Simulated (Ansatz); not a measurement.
**Iridium, simple cubic under PBE: ground state and equation of state**

What does PBE give for iridium in the simple cubic structure? We relax it, solve it on a dense k-mesh, then scale the cell to 7 volumes from 88 to 112 % of the relaxed one and try a fit of the equation of state. The start is ferromagnetic. The k-meshes are 13×13×13 for the relaxation; 20×20×20 for the dense run; 20×20×20 for the volumes.

This is Ir in the simple cubic structure; at room conditions it is fcc.

Method: DFT PBE, plane waves (420 eV) with PAW, scalar-relativistic, in Ansatz 0.2.0.

**1. The system as given**

The structure is cubic, space group Pm-3m (No. 221). The conventional cell has a = 2.482 Å, b = 2.482 Å, c = 2.482 Å, α = 90.00°, β = 90.00°, γ = 90.00°. Around Ir (site symmetry m-3m) lie 6 Ir at 2.48 Å.

Structure file:

```
CELL_PARAMETERS angstrom
2.48152 0.00000 0.00000
0.00000 2.48152 0.00000
0.00000 0.00000 2.48152
ATOMIC_POSITIONS crystal
Ir 0.00000 0.00000 0.00000
```

Starting moments (μB): +1.

**2. Relaxing cell and atoms**

The input, input.yaml:

```yaml
crystal:
  lattice:
    - [2.4815209647, 0.0, 0.0]
    - [0.0, 2.4815209647, 0.0]
    - [0.0, 0.0, 2.4815209647]
  atoms:
    - { symbol: Ir, position: [0.0, 0.0, 0.0], spin: 1.0 }
hamiltonian:
  xc: pbe
  pseudopotentials:
    kind: paw
    azcp:
      Ir: "pseudopotentials/Ir.paw.azcp"
basis:
  ecutwfc: 420
  fft_grid_basis: typed
kpoints:
  mp_grid: { grid: [13, 13, 13], shift: [0, 0, 0] }
magnetization:
  spin_polarized: true
scf:
  occupations: { method: fermi_dirac, width: 0.05 }
relax:
  max_steps: 60
  f_tol: 0.01
  cell: {}
```

The runs that follow: Single point on a dense mesh; The cell scaled to 88 % of its volume; The cell scaled to 92 % of its volume; The cell scaled to 96 % of its volume; The cell scaled to 100 % of its volume; The cell scaled to 104 % of its volume; The cell scaled to 108 % of its volume; The cell scaled to 112 % of its volume.

Q: Predict the outcome of this session. Wanted: space group; conventional cell; volume; shortest distance; gap on the mesh; magnetic state; relative to fcc; V₀, B₀, B₀′.

The runs gave:

```
                      quantity                         value
space group (spins left aside)               Pm-3m (No. 221)
             conventional cell                   a = 2.572 Å
                        volume                17.010 Å³/atom
             shortest distance                       2.572 Å
               gap on the mesh  none (levels filled in part)
                magnetic state                  non-magnetic
               relative to fcc                +1002 meV/atom
                   V₀, B₀, B₀′  16.976 Å³/atom, 247 GPa, 5.0
```

**Reading.** From the guessed start the volume grew by 11.3 % in 6 steps. Against the reference form of iridium (fcc, computed apart with the same settings) it stands 1002 meV/atom higher, so it is far from stable. The moments die out: the run ends non-magnetic. No gap shows: it is a metal or semimetal at this level. B₀ comes out at 247 GPa. The symmetry was held, so the structure may be unstable against distortions that break it.
